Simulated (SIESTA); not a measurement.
The system is MnO2.

```xyz
3
Lattice="2.8566 0.0000 0.0000 -1.4283 2.4739 0.0000 0.0000 0.0000 4.6014" Properties=species:S:1:pos:R:3 pbc="T T T"
Mn    0.0000    0.0000    2.3007
O     0.0000    1.6492    3.2499
O     1.4283    0.8246    1.3515
```

Measurements of this composition are mostly on another form, of space group No. 136.

```yaml
Program: SIESTA 5.4.2
Task: single point
Functional: PBE
Potentials_or_basis: PseudoDojo 0.4 standard (PBE files)
Basis: DZP (energy shift 0.003 Ry; two zetas on semicore shells)
Grid_cutoff: 800 Ry
Energy_shift: 0.003 Ry
k_mesh: 11 × 11 × 6
Occupations: fermi-dirac, width 0.05 eV
Spin: collinear spin, ferromagnetic start
Starting_moments: "[4.0, 0.0, 0.0] μB"
```

On this cell: pressure 7.5 GPa; largest force 0.633 eV/Å; net moment 3.00 μB per cell; site moments Mn +2.93; O +0.03 μB; band gap on the k mesh 0.85 eV, indirect (least direct gap 0.91 eV).

The same run follows on a disturbed copy (atoms moved at random, drawn with an rms of 0.05 Å):

```
Mn O
1.0
     2.85658    0.00000    0.00000
    -1.42829    2.47387    0.00000
     0.00000    0.00000    4.60137
Mn O
1 2
Direct
  0.97175 0.98616 0.50509
  0.34615 0.66772 0.70444
  0.68623 0.33476 0.30771
```

Q: What changes?

A: The energy moves by +58.6 meV/atom; pressure 15.1 GPa; largest force 1.910 eV/Å; net moment 3.00 μB per cell; site moments Mn +2.89; O +0.05, +0.06 μB; band gap on the k mesh 0.71 eV, indirect (least direct gap 0.71 eV).

Forces in eV/Å, atoms in the order of the input:
```
Mn   1.737  0.565  0.154
O   -0.787 -0.401  1.497
O   -0.950 -0.163 -1.649
```

Stress tensor (GPa, compression positive):
```
15.89 -0.13  0.67
-0.13 14.66 -1.09
 0.67 -1.09 14.81
```

Caveats: short orbitals over semicore shells can move pressures by several GPa; an odd mesh through Γ misses points on the zone boundary, where band edges often lie; the basis of atomic orbitals isn't converged, which shifts pressures, moduli and gaps; a cell with one magnetic atom can't hold antiferromagnetic order, which such compounds often take.
